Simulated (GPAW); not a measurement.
Runs of GPAW 26.7.0 on BaTiO3. It takes space group R3m (No. 160, trigonal). Conventional cell: a = 5.655 Å, b = 5.655 Å, c = 6.955 Å, α = 90.00°, β = 90.00°, γ = 120.00°. Ba (site symmetry 3m) is surrounded by 12 O at 2.79 to 2.89 Å. Around Ti (site symmetry 3m) lie 6 O at 1.87 to 2.14 Å. O (site symmetry m) is surrounded by 2 Ti at 1.87 to 2.14 Å. 

| task | level | potentials or basis | k mesh | cutoff (eV) | smearing | maxiter | band path | band points | convergence | response ecut | gap on the mesh (eV) | pressure (GPa) | V0 of scaled cells (Å³/atom) | B0 (GPa) | largest force (eV/Å) |
| --- | --- | --- | --- | --- | --- | --- | --- | --- | --- | --- | --- | --- | --- | --- | --- |
| single point | TB-mBJ | GPAW PAW data sets for LDA (gpaw-data 1.2.1), pw | 6 × 6 × 6 | 800 | fermi-dirac 0.05 eV | 150 | - | - | - | - | 3.15 | - | - | - | - |
| band structure | r2SCAN | GPAW PAW data sets (gpaw-data 1.2.1), pw | 5 × 5 × 5 | 800 | fermi-dirac 0.05 eV | 150 | GLB1,BZGX,QFP1Z,LP | 100 | - | - | (c) | 3.4 | - | - | 0.18 |
| band structure | LDA | the program's PAW data sets (release 1.2.1) made for this functional, pw | 5 × 5 × 5 | 800 | fermi-dirac 0.05 eV | 150 | GLB1,BZGX,QFP1Z,LP | 100 | - | - | (b) | -4.6 | - | - | 0.15 |
| single point | PBE | GPAW PAW data sets (gpaw-data 1.2.1), pw | 6 × 6 × 6 | 600 | fermi-dirac 0.05 eV | 120 | - | - | default | - | 2.42 | 2.1 | - | - | (a) |
| equation of state | LDA | the program's PAW data sets (release 1.2.1) made for this functional, pw | 5 × 5 × 5 | 800 | fermi-dirac 0.05 eV | 150 | - | - | - | - | - | - | (d) | 187 | - |
| dielectric tensor | PBE | GPAW PAW data sets (gpaw-data 1.2.1), pw | 6 × 6 × 6 | 600 | fermi-dirac 0.001 eV | 150 | - | - | - | 80 eV | 2.42 | - | - | - | - |
| equation of state | PBEsol | PAW data sets generated in the run's folder for this functional, pw | 5 × 5 × 5 | 800 | fermi-dirac 0.05 eV | 150 | - | - | - | - | - | - | 12.88 | 172 | - |

Alike in all rows: no spin polarisation; cell as given.

Q: Fill in the values left out.

A: (a) 0.25; (b) 2.45; (c) 2.91; (d) 12.53.

Caveats: spin-orbit coupling is left out, which moves the levels of the heavy elements (some runs); the PAW data sets were made with another functional, which shifts forces and pressure a little (some runs); the mesh misses the band edges, which the band path finds closer together (some runs); the cell was scaled at fixed shape and fractional positions, which overstates the stiffness of a crystal with free parameters, most of all of layers and chains (some runs); a model potential gives levels but no total energy (some runs); the cutoff is short for stress and forces, so pressures can be off by a GPa or more (some runs); the long-wavelength limit can be off by several per cent where d states take part (some runs).

A k mesh can miss the band edges, and the runs leave out spin-orbit coupling on Ba.
